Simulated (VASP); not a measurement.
# GdN (Fm-3m) in VASP: single point with PBE+U

Aim: the single point of GdN with PBE+U.

All numbers are computed with VASP 6.6.1; they aren't measurements. Logs are shortened: lines on timing, memory, paths and dates and some standing lists are left out, and cuts for length are marked.

## (1) The structure

The structure is cubic, space group Fm-3m (No. 225). The conventional cell has a = 4.950 Å, b = 4.950 Å, c = 4.950 Å, α = 90.00°, β = 90.00°, γ = 90.00°. Around Gd (site symmetry m-3m) lie 6 N at 2.48 Å. Around N (site symmetry m-3m) lie 6 Gd at 2.48 Å.

The cell comes from a database or a generator and needn't be the stable form of this composition.

## (2) Single point, PBE+U, collinear spin, ferromagnetic start

File INCAR:

```
SYSTEM = GdN
PREC = Accurate ; ENCUT = 520
EDIFF = 1E-6 ; ISMEAR = -1
SIGMA = 0.05 ; LREAL = .False.
LASPH = .True. ; NELM = 300
ALGO = All ; ISIF = 2
LWAVE = .False. ; LCHARG = .False.
ISPIN = 2 ; MAGMOM = 7 7 0 0
LORBIT = 11 ; LMAXMIX = 6
LDAU = .True. ; LDAUTYPE = 2
LDAUL = 3 -1 ; LDAUU = 6 0
LDAUJ = 0 0 ; LDAUPRINT = 1
GGA = PE
```

File KPOINTS:

```
Automatic mesh
0
Gamma
  7 7 7
  0 0 0
```

File POSCAR:

```
GdN
1.0
    2.4750000000      2.4750000000      4.9500000000
    4.9500000000      2.4750000000      2.4750000000
    2.4750000000      4.9500000000      2.4750000000
Gd N
2 2
Direct
    0.0000000000      0.0000000000      0.0000000000
    0.5000000000      0.5000000000      0.5000000000
    0.2500000000      0.2500000000      0.2500000000
    0.7500000000      0.7500000000      0.7500000000
```

Potentials or basis: VASP PAW PBE potentials, release 64 (Gd, N).

Launch:

```
$ cat potpaw_PBE.64/Gd/POTCAR potpaw_PBE.64/N/POTCAR > POTCAR
$ mpirun -np 1 vasp_std > vasp.out
```

OUTCAR:

```text
SYSTEM = GdN
   PREC = Accurate
   ENCUT = 520
   EDIFF = 1E-6
   ISMEAR = -1
   LREAL = .False.
   LASPH = .True.
   NELM = 300
   ISIF = 2
   ISPIN = 2
   LORBIT = 11
   GGA = PE

 ion  position               nearest neighbor table
   1  0.000  0.000  0.000-   4 2.48   4 2.48   4 2.48   3 2.48   3 2.48   3 2.48   2 3.50   2 3.50
                             2 3.50   2 3.50   2 3.50   2 3.50
   2  0.500  0.500  0.500-   3 2.48   3 2.48   3 2.48   4 2.48   4 2.48   4 2.48   1 3.50   1 3.50
                             1 3.50   1 3.50   1 3.50   1 3.50
   3  0.250  0.250  0.250-   1 2.48   1 2.48   1 2.48   2 2.48   2 2.48   2 2.48
   4  0.750  0.750  0.750-   2 2.48   2 2.48   2 2.48   1 2.48   1 2.48   1 2.48

  LATTYP: Found a trigonal (rhomboedric) cell.
 ALAT       =     6.0624871134
 COS(alpha) =     0.8333333333

  Lattice vectors:

 A1 = (   2.4750000000,   2.4750000000,   4.9500000000)
 A2 = (   4.9500000000,   2.4750000000,   2.4750000000)
 A3 = (   2.4750000000,   4.9500000000,   2.4750000000)

Analysis of symmetry for initial positions (statically):
=====================================================================
 Subroutine PRICEL returns following result:

  LATTYP: Found a face centered cubic cell.
 ALAT       =     4.9500000000
[... 12 lines left out ...]
 Subroutine GETGRP returns: Found 12 space group operations
 (whereof 12 operations were pure point group operations)
 out of a pool of 12 trial point group operations.

The static configuration has the point symmetry D_3d.

Analysis of symmetry for dynamics (positions and initial velocities):
=====================================================================
 Subroutine PRICEL returns following result:

  LATTYP: Found a face centered cubic cell.
 ALAT       =     4.9500000000
[... 12 lines left out ...]
 Subroutine GETGRP returns: Found 12 space group operations
 (whereof 12 operations were pure point group operations)
 out of a pool of 12 trial point group operations.

The dynamic configuration has the point symmetry D_3d.

Analysis of structural, dynamic, and magnetic symmetry:
=====================================================================
[... 240 lines left out ...]
  o =  0.9927  v = -0.4564 -0.0004 -0.3536  0.5774 -0.3536  0.0000  0.4564  0.0000  0.0000  0.0000  0.0000  0.0000  0.0000  0.0000      0.0000  0.0000  0.0000  0.0000  0.0000  0.0000  0.0000  0.0000  0.0000  0.0000  0.0000  0.0000  0.0000  0.0000
  o =  0.9927  v =  0.2017  0.0000  0.1741  0.8014  0.3368 -0.0028 -0.4164  0.0000  0.0000  0.0000  0.0000  0.0000  0.0000  0.0000      0.0000  0.0000  0.0000  0.0000  0.0000  0.0000  0.0000  0.0000  0.0000  0.0000  0.0000  0.0000  0.0000  0.0000
  o =  0.9927  v =  0.6131  0.0000  0.4688  0.1555 -0.3696  0.0147  0.4932  0.0000  0.0000  0.0000  0.0000  0.0000  0.0000  0.0000      0.0000  0.0000  0.0000  0.0000  0.0000  0.0000  0.0000  0.0000  0.0000  0.0000  0.0000  0.0000  0.0000  0.0000

 number of electron      45.9999997 magnetization      14.0000050

 Free energy of the ion-electron system (eV)
  ---------------------------------------------------
  ext. energy  EPLUGINS =         0.00000000
  ---------------------------------------------------
  free energy    TOTEN  =       -45.58763962 eV

  energy without entropy =      -45.58646772  energy(sigma->0) =      -45.58705367

 E-fermi :   3.9091     XC(G=0): -11.6929

 val. band max:        3.9089555177   @ k =   0.1429   0.1429   0.1429
 cond. band min:       4.1399058316   @ k =   0.0000   0.0000   0.0000
 fundamental gap:      0.2309503139
 Fermi energy:         3.9090779722

 spin component 1

 k-point     1 :       0.0000    0.0000    0.0000
  band No.  band energies     occupation
      1     -39.6883      1.00000
      2     -39.5872      1.00000
      3     -17.8918      1.00000
      4     -16.7561      1.00000
      5     -16.7561      1.00000
      6     -16.6586      1.00000
[... 1769 lines left out ...]
     33      10.2636      0.00000
     34      10.3177      0.00000

 [... further k-points ...]

------------------------ aborting loop because EDIFF is reached ----------------------------------------

  FORCE on cell =-STRESS in cart. coord.  units (eV):
  Direction    XX          YY          ZZ          XY          YZ          ZX
  --------------------------------------------------------------------------------------
  -------------------------------------------------------------------------------------
  Total        2.0258982      2.0258982      2.0258982     -0.0100153     -0.0100153     -0.0100153
  in kB       53.5232647     53.5232647     53.5232647     -0.2645986     -0.2645986     -0.2645986
  external PRESSURE =      53.5232647 kB  Pullay stress =       0.0000000 kB

 VOLUME and BASIS-vectors are now :
 -----------------------------------------------------------------------------
  energy-cutoff  :      520.00
  volume of cell :       60.64
      direct lattice vectors                 reciprocal lattice vectors
     2.475000000  2.475000000  4.950000000    -0.101010101 -0.101010101  0.303030303
     4.950000000  2.475000000  2.475000000     0.303030303 -0.101010101 -0.101010101
     2.475000000  4.950000000  2.475000000    -0.101010101  0.303030303 -0.101010101

 POSITION                                       TOTAL-FORCE (eV/Angst)
 -----------------------------------------------------------------------------------
      0.00000      0.00000      0.00000         0.000000     -0.000000     -0.000000
      4.95000      4.95000      4.95000        -0.000000      0.000000      0.000000
      2.47500      2.47500      2.47500        -0.000000     -0.000000      0.000000
      7.42500      7.42500      7.42500         0.000000      0.000000      0.000000
 -----------------------------------------------------------------------------------
    total drift:                               -0.000000     -0.000000      0.000000

  FREE ENERGIE OF THE ION-ELECTRON SYSTEM (eV)
  ---------------------------------------------------
  free  energy   TOTEN  =       -45.5876396209 eV

  energy  without entropy=      -45.5864677876  energy(sigma->0) =      -45.58705370

 total charge

# of ion       s       p       d       f       tot
--------------------------------------------------
    1        2.037   5.673   0.557   6.974  15.240
    2        2.037   5.673   0.557   6.974  15.240
    3        1.250   2.401   0.000   0.000   3.651
    4        1.250   2.401   0.000   0.000   3.651
--------------------------------------------------
tot          6.573  16.149   1.113  13.948  37.783

 magnetization (x)

# of ion       s       p       d       f       tot
--------------------------------------------------
    1       -0.006  -0.086   0.073   6.890   6.871
    2       -0.006  -0.086   0.073   6.890   6.871
    3       -0.009  -0.106   0.000   0.000  -0.115
    4       -0.009  -0.106   0.000   0.000  -0.115
--------------------------------------------------
tot         -0.030  -0.384   0.145  13.780  13.511
```

OSZICAR:

```text
N       E                     dE             d eps       ncg     rms           ort
DAV:   1     0.358062943395E+03    0.35806E+03   -0.18342E+04  1496   0.795E+03
DAV:   2     0.521191986893E+02   -0.30594E+03   -0.24927E+03  1496   0.544E+02
DAV:   3    -0.286995194646E+02   -0.80819E+02   -0.77186E+02  1496   0.247E+02
[... 13 lines left out ...]
CGA:  71    -0.455876351535E+02   -0.15873E-05   -0.15850E-05  1496   0.366E-05  -0.917E-07
CGA:  72    -0.455876365032E+02   -0.13497E-05   -0.13490E-05  1496   0.299E-05  -0.498E-07
CGA:  73    -0.455876377040E+02   -0.12009E-05   -0.12005E-05  1496   0.296E-05   0.223E-07
CGA:  74    -0.455876387465E+02   -0.10424E-05   -0.10445E-05  1496   0.209E-05   0.496E-07
CGA:  75    -0.455876396209E+02   -0.87441E-06   -0.87221E-06  1496   0.187E-05   0.729E-07
   1 F= -.45587640E+02 E0= -.45587054E+02  d E =-.117183E-02  mag=    14.0000
```

stdout:

```text
POSCAR found type information on POSCAR GdN
 POSCAR found :  2 types and       4 ions
 scaLAPACK will be used
 LDA part: xc-table for (Slater+PW92), standard interpolation
 POSCAR, INCAR and KPOINTS ok, starting setup
[... 100 lines left out ...]
 gam= 0.942 trial= 0.704  step=  0.9094 mean=  0.7040
 gam= 1.002 g(H,U,f)=  0.364E-04 0.140E-05 0.956E-09 ort(H,U,f) =-0.206E-06 0.142E-06-0.325E-09
 gam= 1.002 trial= 0.725  step=  0.5848 mean=  0.7245
 gam= 0.710 g(H,U,f)=  0.262E-04 0.676E-06 0.141E-08 ort(H,U,f) =-0.130E-05 0.984E-06 0.598E-09
 gam= 0.710 trial= 0.711  step=  0.7927 mean=  0.7105
 gam= 0.751 g(H,U,f)=  0.200E-04 0.134E-06 0.104E-08 ort(H,U,f) =-0.619E-06 0.235E-06 0.140E-08
 gam= 0.751 trial= 0.719  step=  0.8997 mean=  0.7187
 gam= 1.022 g(
```

Wall time 29 min (1 thread of Intel Xeon 6975P-C (Granite Rapids), shared host); peak memory 0.66 GiB.

Results:

| Item | Value |
| --- | --- |
| Free energy | -45.5876 eV |
| Pressure | 5.4 GPa |
| Band gap on the k mesh | none (metal or under the smearing width) |
| Net moment | 14.00 μB per cell |
| Site moments | Gd +6.87; N -0.12 μB |
| Valence electrons inside the program's atomic spheres | Gd 15.24; N 3.65 |

Levels at points of the mesh, in eV from the Fermi level:
Spin up:
| k point | band 27 | band 28 | band 29 | band 30 | band 31 | band 32 | band 33 | band 34 |
| --- | --- | --- | --- | --- | --- | --- | --- | --- |
| (0.00, 0.00, 0.00) | -2.45 | 0.23 | 0.23 | 0.23 | 2.66 | 2.66 | 2.75 | 3.81 |
Spin down:
| k point | band 13 | band 14 | band 15 | band 16 | band 17 | band 18 | band 19 | band 20 |
| --- | --- | --- | --- | --- | --- | --- | --- | --- |
| (0.00, 0.00, 0.00) | -2.37 | -0.38 | -0.38 | -0.38 | 3.47 | 3.47 | 3.47 | 4.08 |

Eigenvalues of the final occupation matrices:
```csv
site,spin,trace,eigenvalues
site 1 f,1,6.94,0.99 0.99 0.99 0.99 0.99 0.99 0.99
site 1 f,2,0.04,0.00 0.00 0.00 0.00 0.01 0.01 0.01
site 2 f,1,6.94,0.99 0.99 0.99 0.99 0.99 0.99 0.99
site 2 f,2,0.04,0.00 0.00 0.00 0.00 0.01 0.01 0.01
```

Caveat: spin-orbit coupling is left out, which moves the levels of the heavy elements. The state reached can hang on the start; a lower one may exist.
